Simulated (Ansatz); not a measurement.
**Ag under strains and displacements**

All numbers below come from DFT PBE, scalar-relativistic, plane waves, PAW (Ansatz).

Plane waves to 420 eV, a k mesh through Γ of 18×18×18 on the computed 1-atom cell and Gaussian smearing (0.10 eV); no spin polarisation.

Reference cell:

```
CELL_PARAMETERS angstrom
-1.65565 1.65565 1.65565
1.65565 -1.65565 1.65565
1.65565 1.65565 -1.65565
ATOMIC_POSITIONS crystal
Ag 0.00000 0.00000 0.00000
```

Each variant moves atoms of this cell by the vectors given, if any (Å), and then applies a symmetric strain (tensor components, Cartesian axes). The reference cell isn't relaxed at this level. Energies are per atom at zero smearing, counted from the lowest variant. Pressure is positive in compression.

1. strain (xx yy zz yz xz xy, %) 3.82 3.82 3.82 0.00 0.00 0.00
2. strain (xx yy zz yz xz xy, %) -3.11 -3.11 -3.11 -1.00 1.00 1.00
3. strain (xx yy zz yz xz xy, %) 0.61 0.61 0.61 0.00 0.00 0.00
4. strain (xx yy zz yz xz xy, %) 0.42 0.42 0.42 0.00 0.00 0.00

```json
{"variant": "1", "ΔE (meV/atom)": "?", "P (GPa)": "?", "largest force (eV/Å)": "?", "gap on mesh (eV)": "?", "space group": "?"}
{"variant": "2", "ΔE (meV/atom)": "43.1", "P (GPa)": "9.92", "largest force (eV/Å)": "0.00", "gap on mesh (eV)": "0", "space group": "R-3m"}
{"variant": "3", "ΔE (meV/atom)": "1.2", "P (GPa)": "-2.08", "largest force (eV/Å)": "0.00", "gap on mesh (eV)": "0", "space group": "Im-3m"}
{"variant": "4", "ΔE (meV/atom)": "0.0", "P (GPa)": "-1.64", "largest force (eV/Å)": "0.00", "gap on mesh (eV)": "0", "space group": "Im-3m"}
```

Task: Give the withheld rows.

Result:
```tsv
variant	ΔE (meV/atom)	P (GPa)	largest force (eV/Å)	gap on mesh (eV)	space group
1	59.1	-7.51	0.00	0	Im-3m
```

This bcc form isn't the element's structure at ambient conditions.